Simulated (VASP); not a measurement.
Input of a VASP 6.6.1 run:

File INCAR:

```
SYSTEM = CdO
  PREC = Accurate
  ENCUT = 600
  EDIFF = 1E-6
  ISMEAR = -1
  SIGMA = 0.05
  LREAL = .FALSE.
  LASPH = .TRUE.
  NELM = 60
  ALGO = Fast
  ISIF = 3
  LWAVE = .FALSE.
  LCHARG = .FALSE.
  GGA = PE
  IVDW = 13
  IBRION = 2
  NSW = 60
  EDIFFG = -0.01
```

The input KPOINTS:

```
regular mesh
0
G
  10 10 10
  0 0 0
```

The input POSCAR:

```
CdO
1.0
    0.0000000000      2.3495000000      2.3495000000
    2.3495000000      0.0000000000      2.3495000000
    2.3495000000      2.3495000000      0.0000000000
Cd O
1 1
Direct
    0.0000000000      0.0000000000      0.0000000000
    0.5000000000      0.5000000000      0.5000000000
```

Potentials or basis: VASP PAW PBE potentials, release 64 (Cd, O).

Run with:

```console
$ cat potpaw_PBE.64/Cd/POTCAR potpaw_PBE.64/O/POTCAR > POTCAR
$ mpirun -np 1 vasp_std > vasp.out
```

(1) Estimate the band gap on the k mesh.

(2) What does it give for the relaxed volume?

(3) What does it give for the relaxed cell?

(4) Estimate the dispersion energy per atom.

Results:

(1) none (metal or under the smearing width).

(2) 13.31 Å³/atom.

(3) a = 3.352 Å, b = 3.352 Å, c = 3.352 Å, α = 60.00°, β = 60.00°, γ = 60.00°.

(4) -0.306 eV.

Caveat: pairwise dispersion overbinds metals, which lowers pressure and volume; this crystal is a semiconductor, whose small gap the functional closes, so the metal is an error of the method.
